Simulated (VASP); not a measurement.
A convergence study with VASP on Li2O (antifluorite): one setting is varied, all else stays as given below, so the limit is that of these other settings.

```
CELL_PARAMETERS angstrom
      0.00000     2.31000     2.31000
      2.31000     0.00000     2.31000
      2.31000     2.31000     0.00000
ATOMIC_POSITIONS crystal
  Li 0.25000 0.25000 0.25000
  Li 0.75000 0.75000 0.75000
  O  0.00000 0.00000 0.00000
```

Calculation: PBE GGA, VASP's PBE PAW potentials (set 64) (plane waves; VASP 6.6.1). The tightest run used: 700 eV cut-off, 7×7×7 Γ-centred mesh, Gaussian smearing of 0.010 eV, potentials Li_sv O.

The reference is ENCUT = 700, which took about 3 core-minutes. Times come from single runs on busy shared machines, so they are rough: good to a factor of about 2.

Question: Of the settings ENCUT = 300; ENCUT = 400; ENCUT = 500; ENCUT = 600; ENCUT = 700, which is the lowest that keeps the difference from the reference in mean ε∞ within 0.05 from there on, and what does it cost?

Answer: ENCUT = 400; its cost over the reference is within a factor of 2.
```json
[
 {"setting": "ENCUT = 300", "difference in mean ε∞": "0.11", "cost over the reference": "about 1/3"},
 {"setting": "ENCUT = 400", "difference in mean ε∞": "0.03", "cost over the reference": "within a factor of 2"},
 {"setting": "ENCUT = 500", "difference in mean ε∞": "0.00", "cost over the reference": "within a factor of 2"},
 {"setting": "ENCUT = 600", "difference in mean ε∞": "0.00", "cost over the reference": "within a factor of 2"},
 {"setting": "ENCUT = 700", "difference in mean ε∞": "0.00", "cost over the reference": "reference"}
]
```

Left out are rungs that failed or repeat a setting and relaxations that didn't move; long series are thinned to 24 rows.

The compound is Li2O in the antifluorite structure. The cell was not relaxed at this level.
